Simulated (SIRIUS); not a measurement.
Moving the Hubbard U on Co d in CoO

Symmetry: Fm-3m, No. 225, cubic system. The conventional cell has a = 4.263 Å, b = 4.263 Å, c = 4.263 Å, α = 90.00°, β = 90.00°, γ = 90.00°. Co (site symmetry m-3m) is surrounded by 6 O at 2.13 Å. O (site symmetry m-3m) has 6 Co at 2.13 Å as nearest neighbours.

Kept alike: task single point; functional PBE; k mesh 8 × 8 × 8; occupations fermi-dirac, width 0.05 eV; collinear spin, ferromagnetic start. Program: SIRIUS, PseudoDojo 0.4.1 PBE standard (scalar relativistic), cutoff 1307 eV. The mesh is that of the run's cell of 2 atoms. No spin-orbit coupling.

```csv
"Hubbard U on Co d, U (eV)",pressure (GPa),moment of the cell (μB)
0,-2.06,2.98
2,-0.45,2.99
4,1.17,2.91
6,2.88,2.61
```

Pressure is positive in compression; the values hold the error of the finite cutoff, so their zero can differ a little from the energy's minimum. For a metal such a mesh leaves the last digits unconverged. The measured crystal is an antiferromagnetic insulator; a metallic or parallel state is the runs' own. How U acts hangs on the program's projectors. The runs hold the magnetic state that their start led to, which needn't be the lowest.

What does the Hubbard U on Co d change here?

The pressure rises from -2.06 to 2.88 GPa between 0 and 6 eV. U localises the shell and weakens its bonds, so the cell pushes outwards. The moment of the cell runs from 2.61 (6) to 2.99 μB (2).

The moment is the less expected result. High-spin Co²⁺ is d⁷, with three unpaired electrons, and the runs at small U lie close to that spin-only value. A larger U would normally sharpen the local moment, yet here the cell's moment falls to 2.61 μB at the largest U. This is too large a loss for a simple high-spin insulator, but too small for a full change to low spin.

The likely origin is the partly filled minority-spin t2g shell. If cubic symmetry keeps its three orbitals equally occupied, U cannot split them into filled and empty states. Majority-spin states, probably with much O p character, may then lose electrons to the minority channel as U shifts the d levels.

The pressure nevertheless rises steadily, in keeping with weaker Co–O covalency, though at large U it also reflects the altered spin occupation. Its change of sign does not identify a best U, because orbital and magnetic order also affect the equilibrium volume.
